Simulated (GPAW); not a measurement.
The system is MoSe2.

```
Mo Se
1.0
     3.28800    0.00000    0.00000
    -1.64400    2.84749    0.00000
     0.00000    0.00000   12.90000
Mo Se
2 4
Direct
  0.66667 0.33333 0.75000
  0.33333 0.66667 0.25000
  0.66667 0.33333 0.37500
  0.33333 0.66667 0.87500
  0.66667 0.33333 0.12500
  0.33333 0.66667 0.62500
```

Base run:

| Item | Value |
| --- | --- |
| Program | GPAW 26.7.0 |
| Functional | RPBE |
| Potentials or basis | the program's PAW data sets (release 1.2.1) made for this functional |
| Cutoff | 600 eV |
| Basis | pw |
| k mesh | 9 × 9 × 2 |
| Occupations | fermi-dirac, width 0.05 eV |
| Spin | no spin polarisation |

Its results: band gap on the k mesh 0.88 eV, indirect (least direct gap 1.36 eV); pressure 10.6 GPa; largest force 1.208 eV/Å.

Task: The run is repeated on the same cell with these changes: functional from RPBE to revPBE; band points from 60 to 100. What comes out?

Result: Band gap on the k mesh 0.88 eV, indirect (least direct gap 1.36 eV); pressure 9.9 GPa; largest force 1.176 eV/Å.

Caveats: the cell's inner coordinates are idealised or old, which leaves forces on the atoms; this functional lacks dispersion, which binds the layers, so the pressure and a relaxed spacing across them are unreliable.
